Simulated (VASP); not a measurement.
MoS2: single point with HSE06

MoS2, a sheet with vacuum:

```
S Mo
1.0
     3.16000    0.00000    0.00000
    -1.58000    2.73664    0.00000
     0.00000    0.00000   21.13000
S Mo
2 1
Direct
  0.66667 0.33333 0.42594
  0.66667 0.33333 0.57407
  0.33333 0.66667 0.50000
```

The cell was built by a generator and needn't be a form met in nature.

```yaml
Program: VASP 6.6.1
Task: single point
Functional: HSE06
Potentials_or_basis: VASP PAW PBE potentials, release 64 (S, Mo_sv)
Cutoff: 520 eV
k_mesh: 6 × 6 × 1
Occupations: fermi-dirac, width 0.05 eV
Spin: no spin polarisation
```

The largest force is 0.449 eV/Å. The band gap on the k mesh is 2.25 eV, direct.

Forces in eV/Å, atoms in the order of the input:
```
S    0.000  0.000  0.449
S    0.000  0.000 -0.449
Mo   0.000  0.000  0.000
```

Levels at points of the mesh, in eV from the valence-band top:
```tsv
k point	band 11	band 12	band 13	band 14	band 15	band 16
(0.00, 0.00, 0.00)	-1.66	-1.66	-0.13	3.57	3.57	3.81
(0.50, 0.00, 0.00)	-2.31	-1.15	-0.82	2.99	3.55	4.79
```

Wall time 5.7 min on 1 thread of Intel(R) Xeon(R) 6975P-C (Granite Rapids), on a shared host, peak memory 0.41 GiB.

Caveat: the PAW data sets were made with another functional, which shifts forces and pressure a little.
